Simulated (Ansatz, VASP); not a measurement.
**Cross-check of MnGa4 between VASP and Ansatz**

Aim: how closely do two programs agree when they are given the same cell, functional and k mesh? The cell is taken from a series of runs on this material, whose earlier steps may have relaxed, scaled, displaced or heated it; both programs get it as it stands.

Calculated with Ansatz 0.2.0; plane waves, with VASP 6.6.1 beside it; relaxation of cell and atoms at LDA, DFT+U.

## (1) Starting point

Symmetry: Im-3m, No. 229, cubic system. The conventional cell has a = 5.544 Å, b = 5.544 Å, c = 5.544 Å, α = 90.00°, β = 90.00°, γ = 90.00°. Nearest to Mn lie 8 Ga at 2.40 Å. Nearest to Ga lie 2 Mn at 2.40 Å. Farther neighbours are not listed.

## (2) Ansatz: relaxation of cell and atoms, LDA, DFT+U

Ansatz runs on its default PAW (the set named soft_2) files.

The relaxed volume is the usual yardstick between codes: in a stiff, nearly cubic crystal its relative difference is about their pressure difference at one cell divided by the bulk modulus.

input.yaml reads:

```yaml
crystal:
  lattice:
    - [0.0, 5.54372878, 0.0]
    - [5.54372878, 0.0, 0.0]
    - [5.54372878, 5.54372878, -5.54372878]
  atoms:
    - { symbol: Mn, position: [0.0, 0.0, 0.0], spin: 4.0 }
    - { symbol: Ga, position: [0.0, 0.0, 0.25] }
    - { symbol: Ga, position: [0.0, 0.5, 0.75] }
    - { symbol: Ga, position: [0.5, 0.0, 0.75] }
    - { symbol: Ga, position: [0.5, 0.5, 0.75] }
    - { symbol: Mn, position: [0.0, 0.0, 0.5], spin: -4.0 }
    - { symbol: Ga, position: [0.0, 0.0, 0.75] }
    - { symbol: Ga, position: [0.0, 0.5, 0.25] }
    - { symbol: Ga, position: [0.5, 0.0, 0.25] }
    - { symbol: Ga, position: [0.5, 0.5, 0.25] }
kpoints:
  mp_grid: { grid: [6, 6, 6] }
hamiltonian:
  xc: lda
  hubbard: { sites: [{ species: Mn, l: d, u_eff: 3.9 }] }
scf:
  occupations: { method: gaussian, width: 0.1 }
output:
  forces: true
  stress: true
  eigenvalues: true
  populations: true
  write_density: true
  write_potential: true
  elf: true
  volumetric_format: npy
magnetization:
  spin_polarized: true
relax:
  adjacent_minimum: "off"
  f_tol: 0.005
  max_steps: 60
  cell: { stress_tol: 0.03 }
```

Run with:

```sh
$ ansatz run input.yaml --threads 8 --pin off --max-ram 16384MiB --backend cpu --events-out ev --progress --plain --runs-dir out
```

Numbers of over 12 decimals in the logs are rounded to 6 here.

The log of the run:

```text
Mn: projections on atomic orbitals take those of the free atom [Ne] 3s2 3p6 3d5 4s2, of charge +0.00 (hamiltonian.pseudopotentials.projection_atoms); the dataset's partial waves leave at most 9.0e-7 of an orbital's norm unspanned inside its sphere
Ga: projections on atomic orbitals take those of the free atom [Ar] 3d10 4s2 4p1, of charge +0.00 (hamiltonian.pseudopotentials.projection_atoms); the dataset's partial waves leave at most 1.1e-6 of an orbital's norm unspanned inside its sphere
Engine: ansatz 0.2.0, aarch64-unknown-linux-gnu
Pseudopotentials: kind: paw
Pseudopotential: Mn, paw, valence charge 15, recommended cutoff 420 eV (normal), Mn.paw.azcp
Pseudopotential: Ga, paw, valence charge 13, recommended cutoff 420 eV (normal), Ga.paw.azcp
Functional definition: SPW92
  exchange = slater_x
  correlation = pw_c
Crystal: 10 atoms, lattice volume = 170.375 Å³
Basis set: ecut = 420 eV, 3287 PW (Γ)
Bands: 86, of which v1, the nominal top of the filled ones, is band 67 counted from 1 (66 counted from 0)
Symmetry: 48 space group operations
Space group: Pm-3m (ITA 221), of the structure as read, at distance tolerance 5.5e-5 Å
Magnetic group: BNS 221.97 (UNI 1599), of the structure as read, at distance tolerance 5.5e-5 Å
k-points: 20 of 216
Non-local potential: Mn, projectors of the file, l = 0: 3, l = 1: 2, l = 2: 3, l = 3: 1
Non-local potential: Ga, projectors of the file, l = 0: 2, l = 1: 2, l = 2: 3, l = 3: 1
PAW form: soft (Blöchl's): semilocal exchange-correlation on the pseudo side does not see the compensation charge
PAW frozen core: Mn, regenerated for the run's functional, and the local potential with it (the file was generated under x = pbe(κ = 0.804, μ = 0.219515), c = pbe(β = 0.066725))
PAW frozen core: Ga, regenerated for the run's functional, and the local potential with it (the file was generated under x = pbe(κ = 0.804, μ = 0.219515), c = pbe(β = 0.066725))
PAW one-centre angular grid: Mn, 590 points (default); XC on 64 Gauss nodes
PAW one-centre angular grid: Ga, 590 points (default); XC on 64 Gauss nodes
Initial density: superposition of atomic densities (chi_scale 0.1, normalization cell)
Starting moments: Σ|m| = 8 μB on 2 of 10 sites
Starting magnetic order: antiferromagnet; a translation exchanges its spin sublattices: spin-degenerate at every k-point
Initial wavefunctions: pseudopotential atomic-orbital guess
Functional: x = slater, c = lda
SCF iter   1: F=—  HF=-37335.535080 eV  |F-HF|=—  |Δ(HF+E_count)|=         —  Δρ=5.18e-2 (↑5.18e-2 ↓5.18e-2)  dr2=2.19e1  dr2_m=1.69e0  M=0.000 μB ∫|m|=6.763 μB  β_m=0.30  ethr=3.10e-3  ⟨swp⟩=5.6  Hψ=5843  notcnv=0  defer=14
preconditioner: auto → Resta (q_TF=auto, 2.621 Å⁻¹)  ε∞=5.3  [insulator: Δε(μ)=0.139 eV  Ē_g=14.820 eV  σ=0.100 eV  W_gap=0.53  n_scr=56 (ndim 8)  ℏωp=30.9 eV  f_vac=0.000  D(μ)=4.20/eV (n_scr^D=26)  ε∞_Penn≈5.3]
spin=Collinear: Resta preconditioning applied to the charge; magnetization (m = ρ↑ − ρ↓) channel mixes plain (no charge-response kernel on spin).
SCF iter   2: F=—  HF=-37333.724775 eV  |F-HF|=—  |Δ(HF+E_count)|=    1.81e0  Δρ=2.89e-2 (↑2.89e-2 ↓2.89e-2)  dr2=2.92e0  dr2_m=4.79e-1  M=0.000 μB ∫|m|=7.458 μB  β_m=0.30  ethr=3.10e-3  ⟨swp⟩=3.1  Hψ=3580  notcnv=0  defer=222
preconditioner: auto → Kerker (q_TF=auto, 2.621 Å⁻¹)  [metal: Δε(μ)=0.115 eV  Ē_g=15.340 eV  σ=0.100 eV  W_gap=0.46  n_scr=56 (ndim 8)  ℏωp=30.9 eV  f_vac=0.000  D(μ)=4.06/eV (n_scr^D=26)]
spin=Collinear: Kerker preconditioning applied to the charge; magnetization (m = ρ↑ − ρ↓) channel mixes plain (no charge-response kernel on spin).
SCF iter   3: F=—  HF=-37333.378901 eV  |F-HF|=—  |Δ(HF+E_count)|=   3.46e-1  Δρ=1.87e-2 (↑1.87e-2 ↓1.87e-2)  dr2=2.37e0  dr2_m=3.12e-1  M=0.000 μB ∫|m|=7.220 μB  β_m=0.30  ethr=2.18e-3  ⟨swp⟩=3.0  Hψ=2481  notcnv=0  defer=224
SCF iter   4: F=—  HF=-37332.863401 eV  |F-HF|=—  |Δ(HF+E_count)|=   5.16e-1  Δρ=7.66e-3 (↑7.66e-3 ↓7.66e-3)  dr2=4.93e-1  dr2_m=2.03e-2  M=0.000 μB ∫|m|=7.573 μB  β_m=0.30  ethr=1.77e-3  ⟨swp⟩=3.0  Hψ=2310  notcnv=0  defer=224
SCF iter   5: F=—  HF=-37332.824473 eV  |F-HF|=—  |Δ(HF+E_count)|=   3.89e-2  Δρ=5.04e-3 (↑5.04e-3 ↓5.04e-3)  dr2=3.79e-2  dr2_m=3.09e-2  M=0.000 μB ∫|m|=7.417 μB  β_m=0.30  ethr=3.68e-4  ⟨swp⟩=2.1  Hψ=2154  notcnv=0  defer=222
SCF iter   6: F=—  HF=-37332.844670 eV  |F-HF|=—  |Δ(HF+E_count)|=   2.02e-2  Δρ=3.72e-3 (↑3.72e-3 ↓3.72e-3)  dr2=1.34e-2  dr2_m=1.97e-2  M=0.000 μB ∫|m|=7.417 μB  β_m=0.30  ethr=2.83e-5  ⟨swp⟩=2.0  Hψ=2954  notcnv=0  defer=222
SCF iter   7: F=—  HF=-37332.860188 eV  |F-HF|=—  |Δ(HF+E_count)|=   1.55e-2  Δρ=3.87e-3 (↑3.87e-3 ↓3.87e-3)  dr2=1.25e-2  dr2_m=2.15e-2  M=0.000 μB ∫|m|=7.343 μB  β_m=0.30  ethr=1.00e-5  ⟨swp⟩=2.0  Hψ=1974  notcnv=0  defer=222
[...]
SCF iter   8: F=—  HF=-37332.910559 eV  |F-HF|=—  |Δ(HF+E_count)|=  1.46e-11  Δρ=8.13e-8 (↑8.13e-8 ↓8.13e-8)  dr2=3.80e-11  dr2_m=2.39e-13  M=0.000 μB ∫|m|=7.167 μB  β_m=0.94  ethr=1.00e-12  ⟨swp⟩=5.0  Hψ=6807  notcnv=0
SCF iter   9: F=-37332.910559 eV  HF=-37332.910559 eV  |F-HF|=2.18e-11  |Δ(HF+E_count)|=  1.46e-11  Δρ=3.21e-8 (↑3.21e-8 ↓3.21e-8)  dr2=7.47e-12  dr2_m=1.88e-13  M=0.000 μB ∫|m|=7.167 μB  ethr=1.00e-12  ⟨swp⟩=5.0  Hψ=6235  notcnv=0
SCF 4 converged in 9 iterations: F = -37332.910559 eV  dr2 = 7.47e-12
relax step   4: F+E_penalty+E_count = -37332.91055921 eV  Δ(F+E_penalty+E_count) = -4.154e-4 eV  max|allowed force component| = 6.287e-29 eV/Å  Δτ_max = 0.0000 Å  P = +0.009 GPa  Ω = 172.359 Å³  stress off target by 8.68e-3 GPa  SCF on the basis re-selected at this cell (its energy is not comparable with the rows above)  (9 SCF iters)
basis re-selected at this cell: Δ(F+E_penalty+E_count) = -4.154e-4 eV, ΔP = +0.001 GPa vs the last step (what re-selecting the basis moved, of the pressure what is left beyond the Pulay correction that the steps carried, after the strain that the cell walked since its last selection, with what the two solves' SCF thresholds leave and, on support functions, any second-order correction that the steps lacked; it is no m [...]
SCF converged after 9 iterations
Magnetization: 0.0000 μB (67.0000 up, 67.0000 down)
Absolute magnetization: 7.1878 μB (∫|ρ↑−ρ↓|, with the PAW one-centre terms)
Spin contamination: 3.2115 ħ² per cell (⟨S²⟩ above its minimum at these occupations)
Per-site moments (μB) at R_I (Å): [(2.820732, 0.994036), (-1.0928020754663054e-16, 0.994036), (6.414226662124088e-17, 0.994036), (9.994682511029466e-17, 0.994036), (3.05462373468427e-17, 0.994036), (-2.820732, 0.994036), (5.343583124004805e-16, 0.994036), (-3.0527237672717254e-17, 0.994036), (-6.633179616177128e-17, 0.994036), (-6.416126629536588e-17, 0.994036)]
Free energy (F): -37332.910559 eV
Harris-Foulkes:  -37332.910559 eV  (|F-HF|=2.18e-11)
Internal energy: -37332.891043 eV  (E = F + TS)
E sigma→0 (E₀):  -37332.900801 eV
Entropy (-TS):   -0.019516 eV (-1.952 meV/atom)
Fermi energy:    10.576045 eV
--- Per-component energies (eV) ---
  E_band       = -827.325058
  E_kinetic    = 1548.511711
  E_local      = -19543.998908  (includes V_loc(G=0)·N_el)
  E_nonlocal   = 3892.353756
  E_hartree    = 8967.350815
  E_xc         = -784.474304
  E_vxc        = -769.130760  (∫ρ·V_xc dr)
  E_hubbard    = 5.672189  (on-site DFT+U / exact-exchange correction)
  E_vhub       = -11.715422  (the Hubbard potential's part of the band-sum identity)
  E_paw        = -17770.155068  (= ΣΔE_a)
  E_vpaw       = -3878.045662  (= ΣTr[D̂ρ^β])
  E_aug_tail   = -0.001125  (compensation charges beyond the density's cutoff)
  E_ewald      = -13662.745854
  E_core_change = 14.595745  (= ΣΔE_core)
  E_smearing   = -0.019516  (= −TS)
  E_closure    = -0.000000  (closes the sum)
  Σ components = -37332.910559   (vs F -37332.910559, Δ=0.00e0)
--- Forces (eV/Å), atoms counted from 1 ---
  atom   1  Mn     0.00000000     0.00000000    -0.00000000
  atom   2  Ga     0.00000000     0.00000000    -0.00000000
  atom   3  Ga     0.00000000    -0.00000000     0.00000000
  atom   4  Ga    -0.00000000     0.00000000     0.00000000
  atom   5  Ga     0.00000000     0.00000000     0.00000000
  atom   6  Mn     0.00000000    -0.00000000     0.00000000
  atom   7  Ga    -0.00000000    -0.00000000     0.00000000
  atom   8  Ga    -0.00000000     0.00000000    -0.00000000
  atom   9  Ga     0.00000000    -0.00000000    -0.00000000
  atom  10  Ga    -0.00000000    -0.00000000    -0.00000000
  max |Σ_I F_I| component: 1.77e-28 eV/Å
--- Stress (GPa, compression-positive) ---
        0.008681      -0.000000       0.000000
       -0.000000       0.008681       0.000000
        0.000000       0.000000       0.008681
  P = ⅓ Tr σ = 0.0087 GPa (0.087 kbar)
--- Band table (eV; the first three rows and the last of 40) ---
  k-point 0 ↑: bands = [... 63 lower, 8.7364, 8.7364, 8.7364, 9.6831, 9.6831, 9.6831, 12.0095, 12.0095, ... 15 higher]
  k-point 1 ↑: bands = [... 63 lower, 8.3818, 8.9463, 8.9463, 9.3908, 10.1247, 10.1247, 11.5762, 12.3090, ... 15 higher]
  k-point 2 ↑: bands = [... 63 lower, 8.9271, 9.0871, 9.0871, 9.2001, 10.8174, 10.8174, 11.1050, 12.2838, ... 15 higher]
  k-point 19 ↓: bands = [... 63 lower, 9.9024, 10.8860, 10.8860, 13.5111, 13.5111, 13.5111, 13.5578, 13.5578, ... 15 higher]
Occupation matrices written to <dir>
--- Relaxed structure (3 steps of the walk, 3 accepted, 1 SCFs on fresh bases) ---
  F+E_penalty+E_count = -37332.91055921 eV   max|allowed force component| = 6.287e-29 eV/Å   (the final SCF, on the basis selected at the relaxed cell)
  cell:  # Å, volume = 172.3586 Å³
    - [0, 5.565160, 0]
    - [5.565160, 0, 0]
    - [5.565160, 5.565160, -5.565160]
  atoms:
    - { symbol: Mn, position: [0, 0, 0] }
    - { symbol: Ga, position: [0.0, 0.0, 0.25] }
    - { symbol: Ga, position: [0.0, 0.500000, 0.750000] }
    - { symbol: Ga, position: [0.500000, 0.0, 0.750000] }
    - { symbol: Ga, position: [0.500000, 0.500000, 0.750000] }
    - { symbol: Mn, position: [0, 0, 0.5] }
    - { symbol: Ga, position: [0.0, 0.0, 0.75] }
    - { symbol: Ga, position: [0.0, 0.500000, 0.25] }
    - { symbol: Ga, position: [0.500000, 0.0, 0.25] }
    - { symbol: Ga, position: [0.500000, 0.500000, 0.25] }
--- Löwdin populations: 10 sites ---
  site symbol       q [e]    m [muB]
     0     Mn     14.3219     3.0267
     1     Ga     13.1396    -0.0000
     2     Ga     13.1396    -0.0000
     3     Ga     13.1396    -0.0000
     4     Ga     13.1396    -0.0000
     5     Mn     14.3219    -3.0267
     6     Ga     13.1396    -0.0000
     7     Ga     13.1396    -0.0000
     8     Ga     13.1396    -0.0000
     9     Ga     13.1396    -0.0000
  spilling = 0.001784 (of n_electrons = 134.000000)
```

The column dr2 measures how far the density is from self-consistency, as an energy; F and HF (Harris–Foulkes) agree once it is small.

[end of part 1 of 2]

[Lines on the potential files, build, host, timing and source positions are cut from VASP's logs without a mark.]

[Logs are printed without paths, hosts, clocks, repeated set-up lines and the standing remarks that a program may print on its own settings, such as how far it seeks lower states.]

[Hosts, paths, dates, database ids (printed as entryN), source tags and the programs' standing remarks are cut or masked in the printed files.]
